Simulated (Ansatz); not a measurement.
Input of an Ansatz 0.2.0 run:

File input.yaml:

```yaml
crystal:
  lattice:
    - [0.0, 2.7255, 2.7255]
    - [2.7255, 0.0, 2.7255]
    - [2.7255, 2.7255, 0.0]
  atoms:
    - { symbol: Se, position: [0.5, 0.5, 0.5] }
    - { symbol: Mg, position: [0.0, 0.0, 0.0] }
hamiltonian:
  xc: pbe
  pseudopotentials: { kind: paw }
kpoints:
  mp_grid: { grid: [8, 8, 8] }
scf:
  occupations: { method: gaussian, width: 0.024 }
output:
  forces: true
  stress: true
  eigenvalues: true
```

Potentials or basis: Ansatz PAW.

Launch:

```console
$ ansatz run input.yaml --threads 2 --pin off --max-ram 5632MiB --backend cpu --events-out ev --progress --plain --runs-dir out
```

What does it give for the pressure?

2.0 GPa.

Estimate the band gap on the k mesh.

1.82 eV, indirect (least direct gap 2.61 eV).

A k mesh can miss the band edges. PBE gaps usually lie below the measured ones, often by a third to a half.
